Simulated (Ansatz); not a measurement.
# Si (P6_3/mmc) in Ansatz: settings compared

One crystal, Si, is run at these levels: BLYP+D3(BJ)+ATM, PBE; tasks: band structure, elastic constants.

All numbers are computed with Ansatz 0.2.0; they aren't measurements. Logs are shortened: lines on timing, memory, paths and dates and some standing lists are left out, and cuts for length are marked.

**1. The crystal as given**

Symmetry: P6_3/mmc, No. 194, hexagonal system. Conventional cell: a = 3.831 Å, b = 3.831 Å, c = 6.333 Å, α = 90.00°, β = 90.00°, γ = 120.00°. Si (site symmetry 3m) is surrounded by 4 Si at 2.35 to 2.37 Å.

This isn't the form of Si at room conditions, which is diamond.

**2. Band structure, BLYP+D3(BJ)+ATM, collinear spin, random start**

Contents of input.yaml:

```yaml
crystal:
  lattice:
    - [3.8313174605, 0.0, 0.0]
    - [-1.9156587303, 3.3180182508, 0.0]
    - [0.0, 0.0, 6.3326220002]
  atoms:
    - { symbol: Si, position: [0.6666666667, 0.3333333333, 0.9369905], spin: 0.12 }
    - { symbol: Si, position: [0.3333333333, 0.6666666667, 0.4369905], spin: 0.53 }
    - { symbol: Si, position: [0.6666666667, 0.3333333333, 0.5630095], spin: -0.41 }
    - { symbol: Si, position: [0.3333333333, 0.6666666667, 0.0630095], spin: -0.4 }
kpoints:
  mp_grid: { grid: [8, 8, 4] }
  band_path:
    path:
      - [0.0, 0.0, 0.0]
      - [0.5, 0.0, 0.0]
      - [0.3333333333, 0.3333333333, 0.0]
      - [0.0, 0.0, 0.0]
      - [0.0, 0.0, 0.5]
      - [0.5, 0.0, 0.5]
      - [0.3333333333, 0.3333333333, 0.5]
      - [0.0, 0.0, 0.5]
    npoints: 8
scf:
  occupations: { method: fermi_dirac, width: 0.15 }
hamiltonian:
  xc: blyp
  dispersion: d3bjatm
  pseudopotentials: { kind: all_electron, datasets: crystal }
magnetization:
  spin_polarized: true
output:
  forces: true
  stress: true
  eigenvalues: true
  elf: true
  volumetric_format: npy
```

Potentials or basis: all-electron PAW datasets made for the crystal.

The run is started by

```
ansatz run input.yaml --threads 2 --pin off --max-ram 6144MiB --backend cpu --events-out ev --progress --plain --runs-dir out
```

Standard output:

```text
Warning: RAYON_NUM_THREADS=2 ignored (pool sized by the plan → 2); use --threads N
hamiltonian.pseudopotentials.datasets: crystal makes datasets for this crystal and solves the spheres of its atoms anew in each pass: cutoff 180.0 eV, the density's 720.0 eV; for an error of 0.50 meV an atom under PBE, 2.0 meV for the cell; an energy difference from a run of another recipe may be off by several times the error for the cell, under r2SCAN by more, where some 0.1 meV an atom stays at smaller errors; Si in spheres of 1.175 Å, 4 of its electrons in bands
band count auto-derived: 17 (N_el = 16.0; filled up to band 8; 13 by the electrons, moments and atoms)
Engine: ansatz 0.2.0, x86_64-unknown-linux-gnu
Pseudopotentials: kind: all_electron
Pseudopotential: Si, paw, valence charge 4, recommended cutoff 180 eV (normal), crystal/all_electron/pbe/scalar/gaussian/Si, Koelling and Harmon's equation, gaussian nucleus
Functional definition: BLYP
  parameter beta = 0.0042
  parameter a = 0.04918
  parameter b = 0.132
  parameter c = 0.2533
  parameter d = 0.349
  exchange = b88_x(beta = beta)
  correlation = lyp_c(a = a, b = b, c = c, d = d)
a search for the magnetic state begins, with frozen cores and fixed partial waves. It gives no result and prints no iterations
the search for the magnetic state of this step took 15 SCF iterations with frozen cores. It stayed in its first state, in which the spheres begin
Crystal: 4 atoms, lattice volume = 80.503 Å³
Basis set: ecut = 180 eV, 427 PW (Γ), exchange–correlation on 36×36×60 points (8 copies of the dense FFT grid, shifted against one another)
Bands: 17, of which v1, the nominal top of the filled ones, is band 8 counted from 1 (7 counted from 0)
Symmetry: 6 space group operations
Space group: P3m1 (ITA 156), of the structure as read, at distance tolerance 4.3e-5 Å
Magnetic group: BNS 156.49 (UNI 1279), of the structure as read, at distance tolerance 4.3e-5 Å
k-points: 35 of 256 (time reversal used)
Non-local potential: Si, projectors of the file, l = 0: 1, l = 1: 1
PAW form: soft (Blöchl's): semilocal exchange-correlation on the pseudo side does not see the compensation charge
PAW one-centre angular grid: Si, 110 points (default); XC on its mesh's 1949 points in the sphere
Initial density: read from a saved state, or passed on in memory by an earlier SCF of this step, an earlier step, the calling program or the single point that the run made first
Starting moments: Σ|m| = 1.46 μB on 4 of 4 sites; this step starts from the density that it was given
Initial wavefunctions: pseudopotential atomic-orbital guess
Functional: x = b88, c = lyp
iter 1 solved again at ethr=1.17e-4 eV; its pass at ethr=1.00e-1 eV (dr2=1.87e-2 eV) is discarded
SCF iter   1: F=—  HF=-31586.355172 eV  |F-HF|=—  |Δ(HF+E_count)|=         —  Δρ=5.54e-3 (↑5.54e-3 ↓5.54e-3)  dr2=1.40e-2  dr2_m=1.20e-11  M=-0.000 μB ∫|m|=0.000 μB  β_m=0.30  ethr=1.17e-4  ⟨swp⟩=6.9  Hψ=9596  notcnv=0
preconditioner: auto → none  [insulator: Δε(μ)=0.672 eV  Ē_g=9.895 eV  σ=0.150 eV  W_gap=0.78  n_scr=10 (ndim 8)  ℏωp=16.6 eV  f_vac=0.009  D(μ)=0.06/eV (n_scr^D=0)  ε∞_Penn≈3.8]
SCF iter   2: F=—  HF=-31586.355330 eV  |F-HF|=—  |Δ(HF+E_count)|=   1.58e-4  Δρ=3.98e-3 (↑3.98e-3 ↓3.98e-3)  dr2=7.51e-3  dr2_m=5.48e-12  M=-0.000 μB ∫|m|=0.000 μB  β_m=0.65  ethr=8.72e-5  ⟨swp⟩=2.0  Hψ=1812  notcnv=0
iter 3 solved again at ethr=1.71e-6 eV; its pass at ethr=4.69e-5 eV (dr2=2.73e-4 eV) is discarded
SCF iter   3: F=—  HF=-31586.348357 eV  |F-HF|=—  |Δ(HF+E_count)|=   6.97e-3  Δρ=3.24e-4 (↑3.24e-4 ↓3.24e-4)  dr2=2.25e-4  dr2_m=5.66e-13  M=0.000 μB ∫|m|=0.000 μB  β_m=0.65  ethr=1.71e-6  ⟨swp⟩=2.3  Hψ=5852  notcnv=0
eigensolver tolerance schedule: the retry pair's looser diagonalisation over-reported the residual by 0.21 of it (diagonalisation noise at 0.22 of the residual, at the tolerance the schedule requests for it); recorded, not acted on — ethr = c·dr2/N_el stays at c = 1.0e-1
SCF iter   4: F=—  HF=-31586.347953 eV  |F-HF|=—  |Δ(HF+E_count)|=   4.04e-4  Δρ=1.32e-4 (↑1.32e-4 ↓1.32e-4)  dr2=3.39e-5  dr2_m=1.37e-13  M=0.000 μB ∫|m|=0.000 μB  β_m=0.82  ethr=1.41e-6  ⟨swp⟩=2.0  Hψ=1786  notcnv=0
SCF iter   5: F=—  HF=-31586.347882 eV  |F-HF|=—  |Δ(HF+E_count)|=   7.13e-5  Δρ=1.13e-5 (↑1.13e-5 ↓1.13e-5)  dr2=4.68e-7  dr2_m=3.14e-15  M=0.000 μB ∫|m|=0.000 μB  β_m=0.81  ethr=2.12e-7  ⟨swp⟩=3.0  Hψ=2090  notcnv=0
SCF iter   6: F=—  HF=-31586.347882 eV  |F-HF|=—  |Δ(HF+E_count)|=   2.46e-7  Δρ=8.68e-6 (↑8.68e-6 ↓8.68e-6)  dr2=1.24e-6  dr2_m=1.02e-15  M=-0.000 μB ∫|m|=0.000 μB  β_m=0.81  ethr=2.92e-9  ⟨swp⟩=3.0  Hψ=2160  notcnv=0
SCF iter   7: F=-31586.347881 eV  HF=-31586.347882 eV  |F-HF|=5.51e-8  |Δ(HF+E_count)|=   2.76e-7  Δρ=2.73e-6 (↑2.73e-6 ↓2.73e-6)  dr2=6.16e-8  dr2_m=5.27e-16  M=-0.000 μB ∫|m|=0.000 μB  ethr=2.92e-9  ⟨swp⟩=3.0  Hψ=1988  notcnv=0
WARN: the starting moments were not kept: the SCF closed with an absolute magnetisation of 3.7e-8 μB, where they sum to 1.46 μB in size (4 sites). That is at most 0.1 of that sum. Measured as dr2_m measures the in/out step, that magnetisation stands 1.1e-16 eV from none, at or under the dr2_threshold of 1.0e-7 eV: it is no larger than a step whose dr2_m would equal this threshold. The system may hold no moment; this SCF shows only that its start led to no more than that. This SCF took its magnetisation from a saved state (the deck's checkpoint.read, a session's seed or a resume), or from the single point or search that the run made first, and not from the starting moments. Where the run's atoms have moved since that state, how it is taken is a key of its own (checkpoint.density_extrapolation: follow_atoms, where typed, takes the whole of its magnetisation to them with its atoms, but for some exceptions; the density_extrapolation keyword of a session's seed is the same key). To be rid of a resumed run's state, run its deck in a fresh run directory. To be rid of the state of a single point that the run made first, give starting moments in the input or, where a deck that gives them still makes one, type scf.lower_state_search: off. To try another start, run it without that state. A second SCF, from the converged charge density, with the starting moments and any scf.initial_density.shell_occupations laid on it anew, would have followed, and was not run: the deck does not ask for one (magnetization.retry_lost_moments is false, the default). To let it run, set magnetization.retry_lost_moments: true and run the deck again, where that key's refused combinations let it; where memory then withholds it, that run's warning says so.
SCF 1 converged in 7 iterations: F = -31586.347845 eV  dr2 = 6.16e-8
  Residual-converged pass: ⟨swp⟩=3.0  Hψ=2086  notcnv=0  max |occ|·‖R‖ = 6.5e-6 eV (tolerance 6.7e-6 eV)  dr2=6.70e-8  dr2_m=5.39e-16  dr2_onsite=9.48e-9  max |Δocc| = 2.1e-7
NSCF: frozen V_eff on 57 k-points
SCF converged after 7 iterations
Magnetization: -0.0000 μB (8.0000 up, 8.0000 down)
Absolute magnetization: 0.0000 μB (∫|ρ↑−ρ↓|)
Spin contamination: 0.1726 ħ² per cell (⟨S²⟩ above its minimum at these occupations)
Per-site moments (μB) at R_I (Å): [(9.562844913640567e-9, 0.970019936590189), (3.245391903510587e-10, 0.970019936590189), (-3.360898371416939e-9, 0.970019936590189), (-6.434542310841225e-9, 0.970019936590189)]
Free energy (F): -31586.347845 eV
Harris-Foulkes:  -31586.347845 eV  (|F-HF|=5.51e-8)
Internal energy: -31586.340322 eV  (E = F + TS)
E sigma→0 (E₀):  -31586.344083 eV
Entropy (-TS):   -0.007524 eV (-1.881 meV/atom)
Past the cutoff: the bands carry plane waves up to 1.75 times it, of which those up to 1.5 times it add -0.000880 eV an atom, each by itself; the spheres take 0.000131 eV an atom off the energy for waves past 1.75 times it
By the cutoff:   a pressure is off by up to 0.005 GPa (1.2 times the spheres' own share and the shells' term, over an atom's volume, and 0.004 GPa: a bound that held against runs at twice the plane waves)
Past the cutoffs: a stress includes 0.0007 GPa for waves and charges beyond them, in addition to the slope of what the spheres take
In the spheres:  the bands' charges fall short by 2.6e-7 e at most (sound up to 1e-3)
Fermi energy:    8.255867 eV
--- Per-component energies (eV) ---
  E_band       = 44.807068
  E_kinetic    = 171.793657
  E_local      = -57.804911  (includes V_loc(G=0)·N_el)
  E_nonlocal   = 34.918037
  E_hartree    = 32.270711
  E_xc         = -145.673953
  E_vxc        = -184.222678  (∫ρ·V_xc dr)
  E_paw        = -31573.756155  (= ΣΔE_a)
  E_vpaw       = -394.707806  (= ΣTr[D̂ρ^β])
  E_ewald      = -455.656753
  E_disp       = -2.720213  (pairwise vdW)
  E_smearing   = -0.007524  (= −TS)
  E_closure    = 410.289258  (closes the sum)
  Σ components = -31586.347845   (vs F -31586.347845, Δ=0.00e0)
  The terms above E_closure are by the made datasets' own strengths, without shells solved beside the bands.
--- Forces (eV/Å), atoms counted from 1 ---
  atom   1  Si     0.00000000    -0.00000000    -0.01017205
  atom   2  Si     0.00000000     0.00000000    -0.01011983
  atom   3  Si     0.00000000    -0.00000000     0.01018161
  atom   4  Si     0.00000000     0.00000000     0.01011055
  max |Σ_I F_I| component: 2.86e-7 eV/Å
--- Stress (GPa, compression-positive) ---
       -1.114621       0.000000      -0.000000
        0.000000      -1.114621       0.000000
       -0.000000       0.000000      -0.894095
  P = ⅓ Tr σ = -1.0411 GPa (-10.411 kbar)
--- Band table (eV; the first three rows and the last of 70) ---
  k-point 0 ↑: bands = ["-4.0702", "-1.8320", "0.9359", "6.5528", "6.5528", "7.6870", "8.0206", "8.0206", "9.1737", "10.1803", "10.1803", "10.4721", "11.4762", "12.3314", "12.3314"]
  k-point 1 ↑: bands = ["-3.8710", "-2.4306", "1.9085", "6.1266", "6.7050", "6.7050", "7.6981", "7.6981", "9.3753", "10.4899", "10.4899", "10.6856", "11.9187", "11.9187", "12.4126"]
  k-point 2 ↑: bands = ["-3.2916", "-3.2915", "3.8639", "3.8640", "7.1307", "7.1307", "7.1308", "7.1308", "9.9457", "9.9458", "11.1558", "11.1558", "11.1558", "11.1558", "14.8172"]
  k-point 34 ↓: bands = ["-0.8239", "-0.8237", "0.7707", "0.7708", "3.9044", "3.9045", "6.0397", "6.0398", "9.7473", "9.7474", "12.0018", "12.0019", "12.8607", "12.8608", "15.2867"]
```

It took 63 s on 2 threads of Intel Xeon at 2.50GHz (Skylake/Cascade Lake), shared host; peak memory 0.5 GiB.

What came out:

```yaml
Free_energy: -31586.3478 eV
Pressure: -1.0 GPa
Largest_force: 0.010 eV/Å
Band_gap_on_the_k_mesh: 0.65 eV, indirect (least direct gap 1.15 eV)
Band_gap_along_the_path: 0.65 eV, indirect (least direct gap 1.15 eV)
Net_moment: 0.00 μB per cell
Absolute_moment: 0.00 μB per cell
```

Forces in eV/Å, atoms in the order of the input:
```
Si   0.000  0.000 -0.010
Si   0.000  0.000 -0.010
Si   0.000  0.000  0.010
Si   0.000  0.000  0.010
```

Levels at the corners of the path, in eV from the valence-band top:
Spin up:
```
point  band 6  band 7  band 8  band 9  band 10  band 11
    Γ   -0.33    0.00    0.00    1.15     2.16     2.16
    M   -2.96   -2.84   -1.39    0.65     2.49     3.18
    K   -3.44   -3.44   -3.20    1.11     5.45     5.45
    Γ   -0.33    0.00    0.00    1.15     2.16     2.16
    A   -0.89   -0.89   -0.89    1.93     1.93     3.14
    L   -2.38   -2.34   -2.34    1.09     1.09     1.91
    H   -4.31   -1.93   -1.93    1.74     1.74     3.83
    A   -0.89   -0.89   -0.89    1.93     1.93     3.14
```
Spin down:
```csv
point,band 5,band 6,band 7,band 8,band 9,band 10,band 11,band 12
Γ,-1.47,-0.33,0.00,0.00,1.15,2.16,2.16,2.45
M,-4.50,-2.96,-2.84,-1.39,0.65,2.49,3.18,3.30
K,-4.99,-3.44,-3.44,-3.20,1.11,5.45,5.45,5.56
Γ,-1.47,-0.33,0.00,0.00,1.15,2.16,2.16,2.45
A,-0.89,-0.89,-0.89,-0.89,1.93,1.93,3.14,3.14
L,-2.38,-2.38,-2.34,-2.34,1.09,1.09,1.91,1.91
H,-4.31,-4.31,-1.93,-1.93,1.74,1.74,3.83,3.83
A,-0.89,-0.89,-0.89,-0.89,1.93,1.93,3.14,3.14
```

Caveat: the starting moments weren't kept.

**3. Elastic constants, PBE, collinear spin, ferromagnetic start**

Contents of input.yaml:

```yaml
crystal:
  lattice:
    - [3.8313174605, 0.0, 0.0]
    - [-1.9156587303, 3.3180182508, 0.0]
    - [0.0, 0.0, 6.3326220002]
  atoms:
    - { symbol: Si, position_ang: [1.9156587304, 1.1060060835, 5.9336066543], spin: 0.25 }
    - { symbol: Si, position_ang: [-2.0e-10, 2.2120121673, 2.7672956542], spin: 0.25 }
    - { symbol: Si, position_ang: [1.9156587304, 1.1060060835, 3.565326346], spin: 0.25 }
    - { symbol: Si, position_ang: [-2.0e-10, 2.2120121673, 0.3990153459], spin: 0.25 }
kpoints:
  mp_grid: { grid: [6, 6, 3] }
scf:
  occupations: { method: fermi_dirac, width: 0.01 }
  lower_state_search: "off"
hamiltonian:
  xc: pbe
  pseudopotentials: { kind: all_electron, datasets: crystal }
magnetization:
  spin_polarized: true
  initial_magnetization: 1.0
  spin_locking: { lock_magnetization: hard }
output:
  forces: true
  stress: true
elastic:
  mode: relaxed_ion
  stencil: two_point
```

Potentials or basis: all-electron PAW datasets made for the crystal.

The run is started by

```
ansatz run input.yaml --threads 2 --pin off --max-ram 6144MiB --backend cpu --events-out ev --progress --plain --runs-dir out
```

Standard output:

```text
Warning: RAYON_NUM_THREADS=2 ignored (pool sized by the plan → 2); use --threads N
hamiltonian.pseudopotentials.datasets: crystal makes datasets for this crystal and solves the spheres of its atoms anew in each pass: cutoff 200.0 eV, the density's 800.0 eV; for an error of 0.50 meV an atom under PBE, 2.0 meV for the cell; an energy difference from a run of another recipe may be off by several times the error for the cell, under r2SCAN by more, where some 0.1 meV an atom stays at smaller errors; Si in spheres of 1.138 Å, 4 of its electrons in bands
[... 2 set-up lines as earlier in the session ...]
Pseudopotential: Si, paw, valence charge 4, recommended cutoff 200 eV (normal), crystal/all_electron/pbe/scalar/gaussian/Si, Koelling and Harmon's equation, gaussian nucleus
Functional definition: PBE
  parameter kappa = 0.804
  parameter beta = 0.06672455060314922
  exchange = pbe_x(kappa = kappa, mu = beta*pi^2/3)
  correlation = pbe_c(beta = beta)
Crystal: 4 atoms, lattice volume = 80.503 Å³
Basis set: ecut = 200 eV, 549 PW (Γ), exchange–correlation on 36×36×60 points (8 copies of the dense FFT grid, shifted against one another)
Bands: 13, of which v1, the nominal top of the filled ones, is band 8 counted from 1 (7 counted from 0)
Symmetry: 24 space group operations
Space group: P63/mmc (ITA 194), of the structure as read, at distance tolerance 4.3e-5 Å
Magnetic group: BNS 194.263 (UNI 1493), of the structure as read, at distance tolerance 4.3e-5 Å
k-points: 14 of 108
[... 2 set-up lines as earlier in the session ...]
PAW one-centre angular grid: Si, 110 points (default); XC on its mesh's 1937 points in the sphere
Initial density: superposition of atomic densities (chi_scale 0.1, normalization cell)
Starting moments: Σ|m| = 1 μB on 4 of 4 sites
[... 1 set-up line as earlier in the session ...]
Functional: x = pbe(κ = 0.804, μ = 0.2195149727645171), c = pbe(β = 0.06672455060314922)
iter 1 solved again at ethr=6.25e-3 eV; its pass at ethr=1.00e-1 eV (dr2=1.00e0 eV) is discarded
SCF iter   1: F=—  HF=-31568.136602 eV  |F-HF|=—  |Δ(HF+E_count)|=         —  Δρ=2.17e-2 (↑2.17e-2 ↓2.05e-2)  dr2=1.14e0  dr2_m=9.31e-4  M=1.000 μB ∫|m|=1.004 μB  β_m=0.30  ethr=6.25e-3  ⟨swp⟩=3.9  Hψ=2389  notcnv=0
[... 609 lines left out ...]
  k-point 2 ↑: bands = ["-4.4237", "-2.1178", "0.3329", "4.0790", "5.3910", "5.6106", "6.5531", "6.9683", "8.7897", "10.1687", "10.2127", "10.7228", "10.9274"]
  k-point 13 ↓: bands = ["-1.1732", "-1.1732", "0.5153", "0.5153", "2.9027", "3.7643", "5.2033", "5.2033", "9.9589", "9.9589", "9.9614", "12.7774", "13.6725"]
--- Elastic constants: 3 strain directions × 2 members + reference (group order 24) ---
  dense FFT box of the reference and of every strained cell: 18×18×30
  strains applied: 11, 33, 23; error gains: componentwise 1.00 (the most a stress slope's error grows in a printed constant), spectral 1.41 (1 for all six strains in a standard setting)
  reference relaxed by the batch: 7 steps; max|allowed force component| 1.51e-1 eV/Å at the deck's positions, 3.14e-5 at the last accepted step, 3.14e-5 by the solve of record
  largest displacement 1.1e-2 Å; the constants are those of the deck's cell at these positions:
  atoms:
    - { symbol: Si, position: [0.6666666666666666, 0.33333333333333337, 0.9352151438078106] }
    - { symbol: Si, position: [0.3333333333333333, 0.6666666666666667, 0.4352151438078103] }
    - { symbol: Si, position: [0.6666666666666666, 0.33333333333333337, 0.5647848561921899] }
    - { symbol: Si, position: [0.3333333333333333, 0.6666666666666667, 0.06478485619218971] }
  C = ∂σ_k/∂η_j (tension-positive GPa; Voigt order 11 22 33 23 13 12):
        73.273    -28.200    140.876      0.000      0.000      0.000
       -28.200     73.273    140.876      0.000      0.000      0.000
       160.191    160.191     74.863      0.000      0.000     -0.000
         0.000      0.000      0.000   -238.474      0.000      0.000
         0.000      0.000      0.000     -0.000   -238.474      0.000
        -0.000     -0.000      0.000      0.000      0.000     50.737
  reference stress σ⁰ (GPa):     -1.403     -1.403     -2.716     -0.000     -0.000     -0.000
  C* (energy form; C + prestress term) asymmetry max|C*_kj − C*_jk| = 1.800e1 GPa — a small one proves nothing (zero by symmetry where the batch's group is 432, −43m or m−3m); a large one is finite-difference/SCF noise where every solve meets its electron count
  moduli (Voigt/Reuss/Hill, GPa): K = 85.24/102.98/94.11   G = -88.67/265.39/88.36   E = 201.89   ν = 0.142
  mechanically stable: NO (min eigenvalue of sym C = -238.47 GPa)
  where every solve meets its electron count the energy-path curvature estimates C_jj along a normal strain and C_jj − ¼(σ⁰_aa + σ⁰_bb) along a shear (ab), closely only under elastic.basis: deformed
  strain η (Voigt 11):  stress-route row diagonal C_11 = 73.27 GPa, energy-path curvature d²(F+E_count)/dδ²/Ω₀ = 55.06 GPa
         δ    σ_11 (GPa)             F (eV)   n_scf  n_hpsi   n_pw
    -2.000e-3      -1.5972      -31568.0728125       2   15799    549   relax 4 steps, max|allowed force component| 3.51e-6 eV/Å
     2.000e-3      -1.3041      -31568.0756773       2   15820    549   relax 3 steps, max|allowed force component| 1.65e-5 eV/Å
  strain η (Voigt 33):  stress-route row diagonal C_33 = 74.86 GPa, energy-path curvature d²(F+E_count)/dδ²/Ω₀ = 38.78 GPa
         δ    σ_33 (GPa)             F (eV)   n_scf  n_hpsi   n_pw
    -2.000e-3      -2.7991      -31568.0715687       2    8442    549   relax 4 steps, max|allowed force component| 2.10e-5 eV/Å
     2.000e-3      -2.4997      -31568.0769538       2    8464    549   relax 3 steps, max|allowed force component| 9.86e-6 eV/Å
  strain η (Voigt 23):  stress-route row diagonal C_44 = -238.47 GPa, energy-path curvature d²(F+E_count)/dδ²/Ω₀ = -267.05 GPa
         δ    σ_23 (GPa)             F (eV)   n_scf  n_hpsi   n_pw
    -2.000e-3       0.4770      -31568.0745686       2   20823    549   relax 4 steps, max|allowed force component| 8.66e-6 eV/Å
     2.000e-3      -0.4769      -31568.0745686       2   20814    549   relax 5 steps, max|allowed force component| 1.45e-5 eV/Å
```

Wall time 8.3 min (2 threads of Intel Xeon at 2.50GHz (Skylake/Cascade Lake), shared host); peak memory 0.4 GiB.

Results:

```yaml
Free_energy: -31568.0743 eV
Pressure: 1.8 GPa
Absolute_moment: 1.00 μB per cell
Site_moments: Si +0.10 μB
Voigt_bulk_modulus: 85 GPa
```

Stress tensor (GPa, compression positive):
```
1.40 0.00 0.00
0.00 1.40 0.00
0.00 0.00 2.72
```

Elastic tensor in Voigt notation (GPa, in the Cartesian axes of the cell as first typed):
```
  73  -28  141    0    0    0
 -28   73  141    0    0    0
 160  160   75    0    0    0
   0    0    0 -238    0    0
   0    0    0    0 -238    0
   0    0    0    0    0   51
```

Caveat: a metal's response needs a denser mesh; the datasets are made anew for each crystal, so energies of different cells compare to about 1 meV per atom; the elastic tensor has a negative eigenvalue, so either the cell is unstable as it stands or the mesh is too thin; the total moment is fixed, so each spin has its own Fermi level.
